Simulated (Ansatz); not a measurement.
## A Si vacancy next to a C vacancy in 4H-SiC, 94 atoms, charge 0 (k site)

All numbers come from Ansatz (PAW, plane waves, no spin–orbit coupling) at the single k point (¼, ¼, ¼) without its symmetry partners. The atoms were relaxed with PBEsol in a fixed cell; other functionals are single points on those atoms unless said otherwise. The valence top and gap of the host come from its small cell on a dense mesh, with the band extrema sought between the mesh points, lined up by the mean potential, PBEsol gap 2.12 eV, r²SCAN gap 2.60 eV.

Cell: a = 9.234 Å, b = 10.663 Å, c = 10.076 Å, α = 90.00°, β = 90.00°, γ = 90.00°.

Nearest atoms after relaxation, from the placed atom (for vacancies from the middle of the vacant sites): Si at 2.37 Å, Si at 2.38 Å, Si at 2.39 Å, C at 2.50 Å, C at 2.52 Å, C at 2.53 Å, C at 2.93 Å, C at 3.17 Å.

Chemical potentials μ are those of reference phases of the elements at zero temperature by the same functional (the usual solids, diamond for C, grey Sn, and the molecules H2, N2, O2, F2, Cl2, Br2 and S8).

| functional | E(defect) − E(host) − Σ nμ + q·E_VBM (eV) | monopole (eV) | alignment (eV) | formation energy at E_F = VBM (eV) | moment (μB) | wall time, shared host |
| --- | --- | --- | --- | --- | --- | --- |
| PBEsol | 8.61 | 0.00 | 0.00 | 8.61 | 0 (no spin) | 27 s on NVIDIA H100 (relaxation) |

Estimate the formation energy and moment that r²SCAN gives on these atoms.

9.12 eV at E_F = VBM, moment 0 (no spin).

r²SCAN one-electron levels near the gap (the ten most localised at most), from the host's valence top:

```tsv
level (eV)	spin	filling	atoms sharing it	element of the atom with most weight
-0.29	both	2.00	59.8	spread
-0.18	both	2.00	16.1	C
0.78	both	1.33	8.1	C
0.79	both	0.67	8.0	C
2.24	both	0.00	11.5	Si
2.58	both	0.00	9.9	Si
```

The runs had no spin polarisation though PBEsol leaves holes or close levels at the Fermi level; a state of higher spin may be lower.

All elements are taken at their own reference at once; growth conditions in equilibrium with the host shift these energies, by up to the host's formation enthalpy.

One k point and a cell of this size can leave errors of several tenths of an eV in such numbers.
